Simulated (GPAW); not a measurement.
The system is Cd.

```
CELL_PARAMETERS angstrom
0.00000 2.21815 2.21815
2.21815 0.00000 2.21815
2.21815 2.21815 0.00000
ATOMIC_POSITIONS crystal
Cd 0.00000 0.00000 0.00000
```

This isn't the form of Cd at room conditions, which is hcp.

* Program: GPAW 26.7.0
* Task: single point
* Functional: PBE
* Potentials or basis: GPAW PAW data sets (gpaw-data 1.2.1)
* Cutoff: 600 eV
* Basis: pw
* k mesh: 10 × 10 × 10
* Occupations: fermi-dirac, width 0.05 eV
* Spin: no spin polarisation

On this cell: pressure 1.8 GPa; band gap on the k mesh none (metal or under the smearing width).

The same run follows on a disturbed copy (cell strained at random at fixed volume):

```
CELL_PARAMETERS angstrom
-0.02805 2.22596 2.22309
2.18709 -0.01565 2.21069
2.18797 2.21444 -0.01653
ATOMIC_POSITIONS crystal
Cd 0.99168 0.00422 0.99384
```

What does the disturbed cell give?

The energy (extrapolated to zero smearing) moves by -1.1 meV/atom; pressure 1.7 GPa; band gap on the k mesh none (metal or under the smearing width).

Stress tensor (GPa, compression positive):
```
 1.85 -0.40 -0.40
-0.40  1.70 -0.30
-0.40 -0.30  1.69
```

The energy falls, though the first cell shows no forces: that form is unstable against this distortion, unless noise or another electronic state is at work.
